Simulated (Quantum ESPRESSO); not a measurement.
The system is SnTe.

```xyz
2
Lattice="0.0000 3.1509 3.1509 3.1509 0.0000 3.1509 3.1509 3.1509 0.0000" Properties=species:S:1:pos:R:3 pbc="T T T"
Te    3.1509    3.1509    3.1509
Sn    0.0000    0.0000    0.0000
```

```yaml
Program: Quantum ESPRESSO 7.5
Task: phonons
Functional: rev-vdW-DF2
Potentials_or_basis: PseudoDojo 0.4.1 SR PBE standard
Cutoff: 1088 eV
Density_cutoff: 4354 eV
k_mesh: 7 × 7 × 7
Occupations: gaussian, width 0.272 eV
Spin: no spin polarisation
Mixing_beta: 0.5
Most_SCF_iterations: 120
SCF_threshold: 4e-10 Ry
```

The cell and the atoms were relaxed first, to 32.45 Å³/atom (a = 4.511 Å, b = 4.511 Å, c = 4.511 Å, α = 60.00°, β = 60.00°, γ = 60.00°), and the response was taken there.

The first run showed a gap, so the response started from a second, tighter run with fixed occupations.

Question: Which optical modes does the crystal have at the zone centre, and which show in infrared and Raman spectra?

Answer: The optical modes are T1u. Infrared active: T1u. None is Raman active.

Optical modes at Γ, degenerate ones joined, polar ones without the macroscopic field:
| cm⁻¹ | components | symmetry | active in | IR intensity, summed ((D/Å)²/amu) |
| --- | --- | --- | --- | --- |
| 19i | 3 | T1u | IR | 53.98 |

Zone-centre frequencies without and with the macroscopic field along z (cm⁻¹):
|  | optical modes in rising order |
| --- | --- |
| without | 19i 19i 19i |
| with the field | 19i 19i 110 |

Caveat: the potentials were made for another functional, which shifts forces and pressure; some modes are imaginary; the gap is small at this level, which inflates the dielectric constant; this odd mesh misses L, where the gap lies, so gap, dielectric constants and Born charges aren't listed.
